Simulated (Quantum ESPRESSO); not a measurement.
# Pd (P6_3/mmc) in Quantum ESPRESSO: reference runs

Aim: a first look at Pd with PBEsol, on the cell as given and on a disturbed one.

All numbers are computed with Quantum ESPRESSO 7.5; they aren't measurements. Logs are shortened: lines on timing, memory, paths and dates and some standing lists are left out, and cuts for length are marked.

**1. Starting point**

The structure is hexagonal, space group P6_3/mmc (No. 194). Conventional cell: a = 2.784 Å, b = 2.784 Å, c = 4.629 Å, α = 90.00°, β = 90.00°, γ = 120.00°. Pd (site symmetry -6m2) has 12 Pd at 2.78 to 2.82 Å as nearest neighbours.

This isn't the form of Pd at room conditions, which is fcc.

**2. Single point, PBEsol**

The input, pw.in:

```
&CONTROL
  calculation = 'scf'
  prefix = 'pwscf'
  outdir = './tmp'
  pseudo_dir = './pseudo'
  tprnfor = .true.
  tstress = .true.
  disk_io = 'low'
/
&SYSTEM
  ibrav = 0
  celldm(1) = 8
  nat = 2
  ntyp = 1
  ecutwfc = 45
  ecutrho = 360
  nbnd = 24
  occupations = 'smearing'
  smearing = 'fd'
  degauss = 0.00367493
/
&ELECTRONS
  conv_thr = 4d-10
  electron_maxstep = 120
  mixing_beta = 0.5
/
ATOMIC_SPECIES
Pd   106.4200 pd_pbesol_v1.4.uspp.F.UPF
CELL_PARAMETERS alat
  0.6575455699070   0.0000000000000   0.0000000000000
 -0.3287727849535   0.5694511676878   0.0000000000000
  0.0000000000000   0.0000000000000   1.0934175037747
ATOMIC_POSITIONS crystal
Pd     0.3333333333    0.6666666667    0.2500000000
Pd     0.6666666667    0.3333333333    0.7500000000
K_POINTS automatic
11 11 6 0 0 0
```

The input, pp_density.in:

```
&INPUTPP
  prefix = 'pwscf'
  outdir = './tmp'
  filplot = 'density.dat'
  plot_num = 0
/
&PLOT
  nfile = 1
  filepp(1) = 'density.dat'
  iflag = 3
  output_format = 6
  fileout = 'density.cube'
/
```

The input, pp_potential.in:

```
&INPUTPP
  prefix = 'pwscf'
  outdir = './tmp'
  filplot = 'potential.dat'
  plot_num = 11
/
&PLOT
  nfile = 1
  filepp(1) = 'potential.dat'
  iflag = 3
  output_format = 6
  fileout = 'potential.cube'
/
```

Potentials or basis: GBRV 1.5 PBEsol.

Launch:

```sh
OMP_NUM_THREADS=1 mpirun -n 2 pw.x -nk 2 -in pw.in > pw.out
OMP_NUM_THREADS=1 mpirun -n 1 pp.x -in pp_density.in > pp_density.out
OMP_NUM_THREADS=1 mpirun -n 1 pp.x -in pp_potential.in > pp_potential.out
```

pw.out:

```text
This program is part of the open-source Quantum ESPRESSO suite
     for quantum simulation of materials; please cite
         "P. Giannozzi et al., J. Phys.:Condens. Matter 21 395502 (2009);
         "P. Giannozzi et al., J. Phys.:Condens. Matter 29 465901 (2017);
         "P. Giannozzi et al., J. Chem. Phys. 152 154105 (2020);
     in publications or presentations arising from this work. More details at

     Message from routine setup:
     using ibrav=0 with symmetry is DISCOURAGED, use correct ibrav instead

     K-points division:     npool     =       2
     Subspace diagonalization in iterative solution of the eigenvalue problem:
     a serial algorithm will be used

     G-vector sticks info
     --------------------
     sticks:   dense  smooth     PW     G-vecs:    dense   smooth      PW
     Sum         685     349    109                24113     8545    1521

     Using Slab Decomposition

     bravais-lattice index     =            0
     lattice parameter (alat)  =       8.0000  a.u.
     unit-cell volume          =     209.6227 (a.u.)^3
     number of atoms/cell      =            2
     number of atomic types    =            1
     number of electrons       =        32.00
     number of Kohn-Sham states=           24
     kinetic-energy cutoff     =      45.0000  Ry
     charge density cutoff     =     360.0000  Ry
     scf convergence threshold =      4.0E-10
     mixing beta               =       0.5000
     number of iterations used =            8  plain     mixing
     Exchange-correlation= SLA  PW   PSX  PSC
                           (   1   4  10   8   0   0   0)

     celldm(1)=   8.000000  celldm(2)=   0.000000  celldm(3)=   0.000000
     celldm(4)=   0.000000  celldm(5)=   0.000000  celldm(6)=   0.000000

     crystal axes: (cart. coord. in units of alat)
               a(1) = (   0.657546   0.000000   0.000000 )
               a(2) = (  -0.328773   0.569451   0.000000 )
               a(3) = (   0.000000   0.000000   1.093418 )

     reciprocal axes: (cart. coord. in units 2 pi/alat)
               b(1) = (  1.520807  0.878038 -0.000000 )
               b(2) = (  0.000000  1.756077  0.000000 )
               b(3) = (  0.000000 -0.000000  0.914564 )

     PseudoPot. # 1 for Pd read from file:
     pd_pbesol_v1.4.uspp.F.UPF
     Pseudo is Ultrasoft + core correction, Zval = 16.0
     Generated by new atomic code, or converted to UPF format
     Using radial grid of  887 points,  6 beta functions with:
                l(1) =   0
                l(2) =   0
                l(3) =   1
                l(4) =   1
                l(5) =   2
                l(6) =   2
     Q(r) pseudized with  8 coefficients,  rinner =    1.130   1.130   1.130
                                                       1.130   1.130

     atomic species   valence    mass     pseudopotential
     Pd               16.00   106.42000     Pd( 1.00)

     24 Sym. Ops., with inversion, found (12 have fractional translation)

   Cartesian axes

     site n.     atom                  positions (alat units)
         1        Pd     tau(   1) = (  -0.0000000   0.3796341   0.2733544  )
         2        Pd     tau(   2) = (   0.3287728   0.1898171   0.8200631  )

     number of k points=    64  Fermi-Dirac smearing, width (Ry)=  0.0037
                       cart. coord. in units 2pi/alat
        k(    1) = (   0.0000000   0.0000000   0.0000000), wk =   0.0027548
        k(    2) = (   0.0000000   0.0000000   0.1524273), wk =   0.0055096
        k(    3) = (   0.0000000   0.0000000   0.3048546), wk =   0.0055096
        k(    4) = (   0.0000000   0.0000000  -0.4572819), wk =   0.0027548
        k(    5) = (   0.0000000   0.1596433   0.0000000), wk =   0.0165289
        k(    6) = (   0.0000000   0.1596433   0.1524273), wk =   0.0330579
[... 56 lines left out ...]
        k(   63) = (   0.4147656   0.8780384   0.3048546), wk =   0.0330579
        k(   64) = (   0.4147656   0.8780384  -0.4572819), wk =   0.0165289

     Dense  grid:    24113 G-vectors     FFT dimensions: (  32,  32,  54)

     Smooth grid:     8545 G-vectors     FFT dimensions: (  24,  24,  40)

     Initial potential from superposition of free atoms

     starting charge      31.0000, renormalised to      32.0000

     negative rho (up, down):  1.555E-01 0.000E+00
     Starting wfcs are   24 randomized atomic wfcs

     Self-consistent Calculation

     iteration #  1     ecut=    45.00 Ry     beta= 0.50
     Davidson diagonalization with overlap
     ethr =  1.00E-02,  avg # of iterations =  5.1

     negative rho (up, down):  1.541E-01 0.000E+00

     total energy              =    -396.48633837 Ry
     estimated scf accuracy    <       2.50117303 Ry

     iteration #  2     ecut=    45.00 Ry     beta= 0.50
     Davidson diagonalization with overlap
     ethr =  7.82E-03,  avg # of iterations =  2.0

     negative rho (up, down):  1.557E-01 0.000E+00

     total energy              =    -397.18116871 Ry
     estimated scf accuracy    <       0.43198306 Ry

     iteration #  3     ecut=    45.00 Ry     beta= 0.50
     Davidson diagonalization with overlap
     ethr =  1.35E-03,  avg # of iterations =  2.1

     negative rho (up, down):  1.564E-01 0.000E+00

     total energy              =    -397.27035196 Ry
     estimated scf accuracy    <       0.00342645 Ry

     iteration #  4     ecut=    45.00 Ry     beta= 0.50
     Davidson diagonalization with overlap
     ethr =  1.07E-05,  avg # of iterations =  2.9

     negative rho (up, down):  1.566E-01 0.000E+00

     total energy              =    -397.27085895 Ry
     estimated scf accuracy    <       0.00025385 Ry

     iteration #  5     ecut=    45.00 Ry     beta= 0.50
     Davidson diagonalization with overlap
     ethr =  7.93E-07,  avg # of iterations =  2.2

     negative rho (up, down):  1.569E-01 0.000E+00

     total energy              =    -397.27090318 Ry
     estimated scf accuracy    <       0.00000173 Ry

     iteration #  6     ecut=    45.00 Ry     beta= 0.50
     Davidson diagonalization with overlap
     ethr =  5.41E-09,  avg # of iterations =  2.0

     negative rho (up, down):  1.569E-01 0.000E+00

     total energy              =    -397.27090358 Ry
     estimated scf accuracy    <          9.1E-09 Ry

     iteration #  7     ecut=    45.00 Ry     beta= 0.50
     Davidson diagonalization with overlap
     ethr =  2.86E-11,  avg # of iterations =  2.6

     negative rho (up, down):  1.569E-01 0.000E+00

     total energy              =    -397.27090359 Ry
     estimated scf accuracy    <          3.5E-09 Ry

     iteration #  8     ecut=    45.00 Ry     beta= 0.50
     Davidson diagonalization with overlap
     ethr =  1.10E-11,  avg # of iterations =  1.2

     negative rho (up, down):  1.569E-01 0.000E+00

     End of self-consistent calculation

          k = 0.0000 0.0000 0.0000 (  1099 PWs)   bands (ev):

   -32.5027 -32.2747 -32.2747 -32.2302 -32.2302 -32.1786  10.4107  12.3108
    14.5535  14.7405  14.7405  15.0701  15.0701  15.7253  15.7253  17.0671
    17.0671  18.1605  23.8840  34.7850  36.4759  37.2784  39.2834  39.2834

          k = 0.0000 0.0000 0.1524 (  1081 PWs)   bands (ev):

   -32.4814 -32.2716 -32.2716 -32.2332 -32.2332 -32.2007  10.6437  12.3435
    14.4934  14.6902  14.6902  14.9995  14.9995  15.8937  15.8937  17.0352
    17.0352  17.1903  25.2295  34.3817  36.5186  36.7518  39.0978  39.0978

          k = 0.0000 0.0000 0.3049 (  1069 PWs)   bands (ev):

   -32.4228 -32.2635 -32.2635 -32.2608 -32.2413 -32.2413  11.2785  12.3526
    14.3952  14.6453  14.6453  14.8416  14.8416  15.6012  16.2583  16.2583
    16.9036  16.9036  27.9813  33.4202  35.6469  35.8434  39.0318  39.0318

          k = 0.0000 0.0000-0.4573 (  1074 PWs)   bands (ev):

   -32.3422 -32.3422 -32.2524 -32.2524 -32.2524 -32.2524  12.0224  12.0224
    14.5890  14.5890  14.6990  14.6990  14.6990  14.6990  16.6328  16.6328
    16.6328  16.6328  31.0350  31.0350  35.2824  35.2824  39.4637  39.4637

          k = 0.0000 0.1596 0.0000 (  1079 PWs)   bands (ev):

   -32.4940 -32.2966 -32.2815 -32.2529 -32.2343 -32.1817  10.6692  12.4916
    14.4031  14.8601  14.9105  15.0019  15.2268  15.5153  15.6217  16.2311
    17.1106  19.3416  23.8955  34.6165  36.5479  36.7684  37.6360  38.6198

          k = 0.0000 0.1596 0.1524 (  1077 PWs)   bands (ev):

   -32.4743 -32.2928 -32.2783 -32.2586 -32.2375 -32.2001  10.8961  12.5346
    14.4114  14.6965  14.8436  14.8722  15.1507  15.7186  15.8173  16.0769
    17.0672  18.4656  25.3248  34.3967  36.2101  36.7441  37.7442  37.7913

          k = 0.0000 0.1596 0.3049 (  1081 PWs)   bands (ev):

   -32.4204 -32.2849 -32.2813 -32.2697 -32.2461 -32.2407  11.5168  12.5721
    14.3706  14.5383  14.5867  14.7884  14.9892  15.3194  16.2102  16.2830
    16.9090  17.4115  28.1211  33.6273  35.4859  35.7977  37.5445  38.1552

          k = 0.0000 0.1596-0.4573 (  1070 PWs)   bands (ev):

   -32.3477 -32.3477 -32.2662 -32.2662 -32.2579 -32.2579  12.2560  12.2560
    14.3022  14.3022  14.7513  14.7513  14.8432  14.8432  16.6096  16.6096
    16.7875  16.7875  31.2055  31.2055  35.2192  35.2192  38.0596  38.0596
[... 307 lines left out ...]
          k = 0.4148 0.7184-0.4573 (  1056 PWs)   bands (ev):

   -32.5072 -32.5072 -32.4063 -32.4063 -32.2613 -32.2613  13.2232  13.2232
    14.0459  14.0459  14.7069  14.7069  15.6071  15.6071  17.2511  17.2511
    21.7966  21.7966  27.3802  27.3802  27.5574  27.5574  35.1072  35.1072

          k = 0.4148 0.8780 0.0000 (  1066 PWs)   bands (ev):

   -32.5010 -32.4554 -32.4384 -32.3851 -32.3180 -32.2852  13.0464  13.5410
    13.6471  14.2713  14.5373  14.7067  15.5190  16.7216  16.9639  16.9871
    22.1933  22.7689  24.6731  28.7516  29.3395  30.6146  30.9692  32.2740

          k = 0.4148 0.8780 0.1524 (  1071 PWs)   bands (ev):

   -32.5003 -32.4667 -32.4457 -32.3923 -32.3025 -32.2754  13.1073  13.5837
    13.6682  14.0634  14.5495  14.8164  15.5326  16.6717  16.7894  17.0663
    22.4494  22.8639  24.9548  27.8038  27.8546  30.1309  32.4309  32.5973

          k = 0.4148 0.8780 0.3049 (  1061 PWs)   bands (ev):

   -32.5024 -32.4879 -32.4462 -32.4095 -32.2755 -32.2608  13.2122  13.5691
    13.8346  13.8743  14.5456  14.8731  15.5741  16.0770  16.9679  17.1770
    23.0080  23.1353  25.6051  26.4519  26.5600  28.5735  34.5448  34.7854

          k = 0.4148 0.8780-0.4573 (  1056 PWs)   bands (ev):

   -32.5015 -32.5015 -32.4303 -32.4303 -32.2591 -32.2591  13.3559  13.3559
    13.9515  13.9515  14.6889  14.6889  15.6837  15.6837  17.1444  17.1444
    23.3596  23.3596  25.6478  25.6478  27.1915  27.1915  36.0671  36.0671

     the Fermi energy is    17.2938 ev

!    total energy              =    -397.27090359 Ry
     estimated scf accuracy    <          2.9E-10 Ry
     smearing contrib. (-TS)   =      -0.00354450 Ry
     internal energy E=F+TS    =    -397.26735909 Ry

     The total energy is F=E-TS. E is the sum of the following terms:
     one-electron contribution =     -94.95947561 Ry
     hartree contribution      =      73.50918968 Ry
     xc contribution           =     -62.19542064 Ry
     ewald contribution        =    -313.62165253 Ry

     convergence has been achieved in   8 iterations

     negative rho (up, down):  1.569E-01 0.000E+00

     Forces acting on atoms (cartesian axes, Ry/au):

     atom    1 type  1   force =     0.00000000    0.00000000    0.00000000
     atom    2 type  1   force =    -0.00000000   -0.00000000    0.00000000

     Total force =     0.000000     Total SCF correction =     0.000000

     Computing stress (Cartesian axis) and pressure

     negative rho (up, down):  1.569E-01 0.000E+00
          total   stress  (Ry/bohr**3)                   (kbar)     P=     -100.79
  -0.00069483  -0.00000000   0.00000000         -102.21       -0.00        0.00
  -0.00000000  -0.00069483   0.00000000           -0.00     -102.21        0.00
   0.00000000  -0.00000000  -0.00066585            0.00       -0.00      -97.95

=------------------------------------------------------------------------------=
   JOB DONE.
=------------------------------------------------------------------------------=
```

Run time: 14 s. Hardware: 2 MPI ranks of Arm Neoverse V1, shared host; peak memory 0.2 GiB.

Results:

```
Free energy            : -5405.1460 eV
Pressure               : -10.1 GPa
Band gap on the k mesh : none (metal or under the smearing width)
```

Stress tensor (GPa, compression positive):
```
-10.22   0.00   0.00
  0.00 -10.22   0.00
  0.00   0.00  -9.79
```

Levels at points of the mesh, in eV from the Fermi level:
```
            k point  band 14  band 15  band 16  band 17  band 18  band 19
 (0.00, 0.00, 0.00)    -1.57    -1.57    -0.23    -0.23     0.87     6.59
(0.00, 0.00, -0.50)    -2.59    -0.66    -0.66    -0.66    -0.66    13.74
```

**3. Single point, PBEsol (atoms moved at random, drawn with an rms of 0.05 Å)**

The input, pw.in:

```
&CONTROL
  calculation = 'scf'
  prefix = 'pwscf'
  outdir = './tmp'
  pseudo_dir = './pseudo'
  tprnfor = .true.
  tstress = .true.
  disk_io = 'nowf'
/
&SYSTEM
  ibrav = 0
  nat = 2
  ntyp = 1
  ecutwfc = 45
  ecutrho = 360
  nbnd = 24
  occupations = 'smearing'
  smearing = 'fd'
  degauss = 0.00367493
/
&ELECTRONS
  conv_thr = 4d-10
  electron_maxstep = 120
  mixing_beta = 0.5
/
ATOMIC_SPECIES
Pd   106.4200 pd_pbesol_v1.4.uspp.F.UPF
CELL_PARAMETERS angstrom
   2.7836650458    0.0000000000    0.0000000000
  -1.3918325229    2.4107246453    0.0000000000
   0.0000000000    0.0000000000    4.6288930000
ATOMIC_POSITIONS crystal
Pd     0.3285010000    0.6916820000    0.2409910000
Pd     0.6692900000    0.3439870000    0.7587270000
K_POINTS automatic
11 11 6 0 0 0
```

Potentials or basis: GBRV 1.5 PBEsol.

Launch:

```sh
OMP_NUM_THREADS=1 mpirun -n 2 pw.x -nk 2 -in pw.in > pw.out
```

Wall time 71 s (2 MPI ranks of Arm Neoverse V1, shared host); peak memory 0.32 GiB.

It converged, with:

```yaml
Free_energy: -5405.1192 eV
Pressure: -9.4 GPa
Largest_force: 0.626 eV/Å
Band_gap_on_the_k_mesh: none (metal or under the smearing width)
```

Forces in eV/Å, atoms in the order of the input:
```
Pd   0.033 -0.033  0.624
Pd  -0.033  0.033 -0.624
```

Stress tensor (GPa, compression positive):
```
-9.99  0.38  0.16
 0.38 -9.31 -0.14
 0.16 -0.14 -8.83
```

Levels at points of the mesh, in eV from the Fermi level:
```
            k point  band 14  band 15  band 16  band 17  band 18  band 19
 (0.00, 0.00, 0.00)    -1.65    -1.47    -0.31    -0.14     0.88     6.55
(0.00, 0.00, -0.50)    -2.56    -0.81    -0.73    -0.58    -0.55    13.11
```
